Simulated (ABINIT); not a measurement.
# Au (Fm-3m) in ABINIT: single point with HSE06

Aim: the single point of Au with HSE06.

Program: ABINIT 10.8.3 (patched build). These are calculated values, not measurements. Logs are shortened: lines on timing, memory, paths and dates and some standing lists are left out, and cuts for length are marked. The log counts tension as positive stress, the text compression.

## (1) The crystal as given

The structure is cubic, space group Fm-3m (No. 225). Conventional cell: a = 4.070 Å, b = 4.070 Å, c = 4.070 Å, α = 90.00°, β = 90.00°, γ = 90.00°. Au (site symmetry m-3m) has 12 Au at 2.88 Å as nearest neighbours.

## (2) Single point, HSE06

run.abi reads:

```
# Pseudopotentials
pp_dirpath "./"
pseudos "79_Au_19_2.4_2.5_pbe_n_v1.0.psp8"

# Structure
acell 2.8779245994 2.8779245994 2.8779245994 Angstrom
rprim
     0.0000000000     0.7071067812     0.7071067812
     0.7071067812     0.0000000000     0.7071067812
     0.7071067812     0.7071067812     0.0000000000
ntypat 1
znucl 79
natom 1
typat 1
xcart
     0.0000000000     0.0000000000     0.0000000000 Angstrom

# Plane-wave basis
ecut 26.0

# k points
kptopt 1
ngkpt 8 8 8
nshiftk 1
shiftk 0.0 0.0 0.0

# Exchange and correlation
ixc -428
fockdownsampling 2 2 2

# Bands and occupations
nband 14
occopt 3
tsmear 0.00183747

# SCF cycle
nstep 60
toldfe 1.0e-7

# Output
iomode 3
prtwf 0
prtden 0
prteig 0
prtebands 0
enunit 2
```

Potentials or basis: SPMS NC PBE v1.0.

Launch:

```
$ mpirun --bind-to none -np 4 abinit run.abi > log 2>&1
```

run.abo:

```text
.Version 10.8.3 of ABINIT
 Symmetries : space group Fm -3 m (#225); Bravais cF (face-center cubic)
================================================================================
 Values of the parameters that define the memory need of the present run
     intxc =       0    ionmov =       0      iscf =       7    lmnmax =       7
     lnmax =       7     mgfft =      27  mpssoang =       4    mqgrid =    3001
     natom =       1  nloc_mem =       1    nspden =       1   nspinor =       1
    nsppol =       1      nsym =      48    n1xccc =    2501    ntypat =       1
    occopt =       3   xclevel =       2
       mpw =         730          nfft =       19683          nkpt =          29
================================================================================
================================================================================

--------------------------------------------------------------------------------
------------- Echo of variables that govern the present computation ------------
--------------------------------------------------------------------------------
 -outvars: echo values of preprocessed input variables --------
            acell      5.4384893039E+00  5.4384893039E+00  5.4384893039E+00 Bohr
              amu      1.96966540E+02
             ecut      2.60000000E+01 Hartree
           enunit           2
 fockdownsampling           2       2       2
              ixc        -428
                       outvar_i_n : Printing only first  50 k-points.
         kptrlatt        8    0    0      0    8    0      0    0    8
          kptrlen      4.35079144E+01
            natom           1
            nband          14
          nbandhf          14
            ngfft          27      27      27
             nkpt          29
           nkpthf          64
            nstep          60
             nsym          48
           ntypat           1
           occopt           3
        optforces           0
        optstress           0
           prtden           0
        prtebands           0
           prteig           0
            prtwf           0
            rprim      0.0000000000E+00  7.0710678120E-01  7.0710678120E-01
                       7.0710678120E-01  0.0000000000E+00  7.0710678120E-01
                       7.0710678120E-01  7.0710678120E-01  0.0000000000E+00
          spgroup         225
           toldfe      1.00000000E-07 Hartree
           tsmear      1.83747000E-03 Hartree
            typat      1
          usefock           1
            znucl       79.00000

================================================================================

 chkinp: Checking input parameters for consistency.

================================================================================
== DATASET  1 ==================================================================

--- !DatasetInfo
iteration_state: {dtset: 1, }
[... 65 lines left out ...]
  for the second time, diff in etot=  3.778E-08 < toldfe=  1.000E-07

--- !ResultsGS
iteration_state: {dtset: 1, }
comment   : Summary of ground state results
lattice_vectors:
- [  0.0000000,   3.8455927,   3.8455927, ]
- [  3.8455927,   0.0000000,   3.8455927, ]
- [  3.8455927,   3.8455927,   0.0000000, ]
lattice_lengths: [   5.43849,    5.43849,    5.43849, ]
lattice_angles: [ 60.000,  60.000,  60.000, ] # degrees, (23, 13, 12)
lattice_volume:   1.1374173E+02
convergence: {deltae: -3.778E-08, res2:  7.688E-07, residm:  1.533E-08, diffor:  0.000E+00, }
etotal    :  -1.43477895E+02
entropy   :   0.00000000E+00
fermie    :   1.14585343E-01
cartesian_stress_tensor: null
pressure_GPa: null
xred      :
- [  0.0000E+00,   0.0000E+00,   0.0000E+00, Au]
cartesian_forces: null
force_length_stats: {min: null, max: null, mean: null, }
...

 Integrated electronic density in atomic spheres:
 ------------------------------------------------
 Atom  Sphere_radius  Integrated_density
    1        2.00000         15.59168030
================================================================================

 ----iterations are completed or convergence reached----

 Mean square residual over all n,k,spin=   37.808E-12; max=  15.327E-09
 reduced coordinates (array xred) for    1 atoms
       0.000000000000      0.000000000000      0.000000000000

 cartesian coordinates (angstrom) at end:
    1      0.00000000000000     0.00000000000000     0.00000000000000
 length scales=  5.438489303879  5.438489303879  5.438489303879 bohr
              =  2.877924599400  2.877924599400  2.877924599400 angstroms
 Fermi (or HOMO) energy (hartree) =   0.11459   Average Vxc (hartree)=  -0.41149
 Eigenvalues (hartree) for nkpt=  29  k points:
 kpt#   1, nband= 14, wtk=  0.00195, kpt=  0.0000  0.0000  0.0000 (reduced coord)
  -3.93062   -2.08285   -2.08285   -2.08285   -0.28655   -0.09102   -0.09102   -0.09102
  -0.03101   -0.03101    0.68437    0.84125    0.84125    0.84125
      occupation numbers for kpt#   1
   2.00000    2.00000    2.00000    2.00000    2.00000    2.00000    2.00000    2.00000
   2.00000    2.00000    0.00000    0.00000    0.00000    0.00000
 prteigrs : prtvol=0 or 1, do not print more k-points.

 Fermi (or HOMO) energy (eV) =   3.11803   Average Vxc (eV)= -11.19725
 Eigenvalues (   eV  ) for nkpt=  29  k points:
 kpt#   1, nband= 14, wtk=  0.00195, kpt=  0.0000  0.0000  0.0000 (reduced coord)
-106.95775  -56.67714  -56.67714  -56.67714   -7.79730   -2.47682   -2.47682   -2.47682
  -0.84385   -0.84385   18.62272   22.89151   22.89151   22.89151
 prteigrs : prtvol=0 or 1, do not print more k-points.

--- !EnergyTerms
iteration_state     : {dtset: 1, }
comment             : Components of total free energy in Hartree
kinetic             :  3.94230457271982E+01
hartree             :  2.37116677395332E+01
xc                  : -2.08850861169994E+01
Ewald energy        : -1.07599488063196E+02
psp_core            :  1.26671922126807E+01
local_psp           : -5.13472823038729E+01
non_local_psp+x     : -3.94477970077251E+01
internal            : -1.43477747812381E+02
'-kT*entropy'       : -1.47381971318942E-04
total_energy        : -1.43477895194353E+02
...

--- !EnergyTermsDC
iteration_state     : {dtset: 1, }
comment             : '"Double-counting" decomposition of free energy'
band_energy         : -2.11475778366755E+01
Ewald energy        : -1.07599488063196E+02
psp_core            :  1.26671922126807E+01
xc_dc               : -2.73976835225700E+01
internal            : -1.43477557209761E+02
'-kT*entropy'       : -1.47381971318942E-04
total_energy_dc     : -1.43477704591732E+02
...

== END DATASET(S) ==============================================================
================================================================================

 -outvars: echo values of variables after computation  --------
            acell      5.4384893039E+00  5.4384893039E+00  5.4384893039E+00 Bohr
           etotal     -1.4347789519E+02
            fcart      9.9999999999E+99  9.9999999999E+99  9.9999999999E+99
            rprim      0.0000000000E+00  7.0710678120E-01  7.0710678120E-01
                       7.0710678120E-01  0.0000000000E+00  7.0710678120E-01
                       7.0710678120E-01  7.0710678120E-01  0.0000000000E+00
           strten      9.9999999999E+99  9.9999999999E+99  9.9999999999E+99
                       9.9999999999E+99  9.9999999999E+99  9.9999999999E+99
 Calculation completed.
```

Wall time 17 min (4 MPI ranks of Arm Neoverse V2, shared host); peak memory 0.28 GiB.

What came out:

| Item | Value |
| --- | --- |
| Free energy | -3904.2324 eV |
| Band gap on the k mesh | none (metal or under the smearing width) |
| Valence electrons inside the program's atomic spheres | Au 15.59 (radii [1.0584] Å) |

Caveat: Libxc's HSE differs a little from that of other programs; the potentials were made for another functional, which shifts forces and pressure.
